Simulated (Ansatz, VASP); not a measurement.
# One calculation of CdS (Greenockite), two programs

File INCAR:

```
SYSTEM = CdS
ALGO     = Normal         ! electronic algorithm
EDIFF    = 1E-6           ! SCF threshold, eV
ENCUT    = 520            ! plane-wave cutoff, eV
GGA      = PE             ! functional
ISIF     = 2              ! what is computed and relaxed
ISMEAR   = -1             ! smearing method
LASPH    = .True.         ! aspherical terms in the spheres
LCHARG   = .False.        ! write CHGCAR
LREAL    = .False.        ! projectors in reciprocal space
LWAVE    = .False.        ! write WAVECAR
NBANDS   = 26             ! bands
NELM     = 60             ! most SCF steps
PREC     = Accurate       ! precision mode
SIGMA    = 0.04           ! smearing width, eV
```

KPOINTS

```
k-points
0
Gamma
  5 5 3
  0 0 0
```

Contents of POSCAR:

```
CdS
1.0
    4.1500000000      0.0000000000      0.0000000000
   -2.0750000000      3.5940054257      0.0000000000
    0.0000000000      0.0000000000      6.7370000000
Cd S
2 2
Direct
    0.6666666667      0.3333333333      0.5000000000
    0.3333333333      0.6666666667      0.0000000000
    0.6666666667      0.3333333333      0.8750000000
    0.3333333333      0.6666666667      0.3750000000
```

File input.yaml:

```yaml
crystal:
  lattice:
    - [4.15, 0.0, 0.0]
    - [-2.075, 3.5940054257, 0.0]
    - [0.0, 0.0, 6.737]
  atoms:
    - { symbol: Cd, position: [0.6666666667, 0.3333333333, 0.5] }
    - { symbol: Cd, position: [0.3333333333, 0.6666666667, 0.0] }
    - { symbol: S, position: [0.6666666667, 0.3333333333, 0.875] }
    - { symbol: S, position: [0.3333333333, 0.6666666667, 0.375] }
kpoints:
  mp_grid: { grid: [5, 5, 3] }
scf:
  occupations: { method: fermi_dirac, width: 0.04 }
hamiltonian:
  xc: pbe
  pseudopotentials: { kind: all_electron, lapw: { basis_error: 0.002 } }
output:
  forces: true
  stress: true
  eigenvalues: true
```

Alike in both runs: task single point; functional PBE; k mesh 5 × 5 × 3; occupations fermi-dirac, width 0.04 eV; no spin polarisation.

|  | VASP | Ansatz |
| --- | --- | --- |
| version | VASP 6.6.1 | Ansatz 0.2.0 |
| potentials or method | VASP PAW PBE potentials, release 64 (Cd, S) | all-electron LAPW, scalar-relativistic |
| plane-wave cutoff (eV) | 520 | see its input |

|  | VASP | Ansatz | Ansatz less VASP |
| --- | --- | --- | --- |
| gap on the k mesh at the Fermi level (eV) | 1.20 | 1.19 | -0.003 |
| least direct gap on the mesh (eV) | 1.20 | 1.19 | -0.003 |
| pressure (GPa) | 2.4 | 2.1 | -0.30 |
| largest component of the traceless stress (GPa) | 0.41 | 0.39 | -0.013 |
| rms of the force components (eV/Å) | 0.038 | 0.038 | -0.0007 |

Atom by atom the forces differ by 0.001 eV/Å (rms over components). Ansatz ran all-electron here, so the differences hold the error of VASP's frozen core and of both bases.

Expect the measured gap to be larger: semilocal functionals such as PBE lack the derivative discontinuity.
